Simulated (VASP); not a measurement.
HfC under changes of volume

One of the cells (12.437 Å³/atom); the others are scaled copies at fixed shape and fractional positions:

```
Hf C
1.0
     0.00000    2.31686    2.31686
     2.31686    0.00000    2.31686
     2.31686    2.31686    0.00000
Hf C
1 1
Direct
  0.50000 0.50000 0.50000
  0.00000 0.00000 0.00000
```

| Property | Result |
| --- | --- |
| Program | VASP 6.6.1 |
| Functional | r2SCAN |
| Potentials or basis | VASP PAW PBE potentials, release 64 (Hf_pv, C) |
| Cutoff | 520 eV |
| k mesh | 8 × 8 × 8 |
| Occupations | fermi-dirac, width 0.05 eV |
| Spin | no spin polarisation |

```tsv
volume (Å³/atom)	energy over the lowest point (meV/atom)	pressure (GPa)
11.939	17.29	11.2
12.188	4.32	5.4
12.437	0.00	0.1
12.685	?	?
12.934	14.13	-9.1
```

Question: What does the run at 12.685 Å³/atom give?

Answer: Energy over the lowest point 3.52 meV/atom; pressure -4.8 GPa.

Worked out: A Birch-Murnaghan fit of order 2 (a polynomial in V^(-2/3)) to the other rows has its minimum at 12.44 Å³/atom with B0 = V·E''(V) = 251 GPa. It gives 3.52 meV/atom at 12.685 Å³/atom, against the run's 3.52, and -dE/dV = -4.6 GPa, against -4.8.

Energies are extrapolated to zero smearing.

Caveats: the PAW data sets were made with another functional, which shifts forces and pressure a little.
